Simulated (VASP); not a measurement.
Set up this calculation in VASP 6.6.1, as the native input.

- Task: single point
- Functional: PBE
- Potentials or basis: VASP PAW PBE potentials, release 64 (Rb_sv)
- Cutoff: 400 eV
- k mesh: 1 × 1 × 1
- Occupations: gaussian, width 0.01 eV
- Spin: collinear spin, ferromagnetic start
- Starting moments: [0.5] μB
- Fixed moment: 1 μB
- Further INCAR settings: ALGO = Normal; EDIFF = 1e-06; NBANDS = 14; ISYM = 0

The structure of Rb lies in POSCAR:

```
Rb                                      
1.0
   10.5000000000      0.0000000000      0.0000000000
    0.0000000000     11.0000000000      0.0000000000
    0.0000000000      0.0000000000     11.5000000000
  Rb            
     1
Selective dynamics
Direct
     0.5000000000000000    0.5045454544999970    0.5000000000000000   F   F   F
```

One way to write it, as run:

INCAR

```
PREC = Accurate ; ENCUT = 400
EDIFF = 1E-6 ; ISMEAR = 0
SIGMA = 0.01 ; LREAL = F
LASPH = T ; NELM = 100
ALGO = Normal ; ISIF = 2
LWAVE = F ; LCHARG = F
ISPIN = 2 ; MAGMOM = 0.5
LORBIT = 11 ; NUPDOWN = 1
GGA = PE ; NBANDS = 14
ISYM = 0
```

KPOINTS

```
Automatic mesh
0
Gamma
  1 1 1
```

Potentials or basis: VASP PAW PBE potentials, release 64 (Rb_sv).

Command:

```console
$ cat potpaw_PBE.64/Rb_sv/POTCAR > POTCAR
$ mpirun -np 4 vasp_gam > vasp.out
```

It gave:

The net moment is 1.00 μB per cell, the site moments are Rb +0.04 μB and the valence electrons inside the program's atomic spheres are Rb 7.29.

Caveat: the total moment is fixed, so each spin has its own Fermi level.

It took 70 s on 4 MPI ranks on Intel(R) Xeon(R) Platinum 8488C (Sapphire Rapids), on a shared host, peak memory 0.37 GiB a rank.
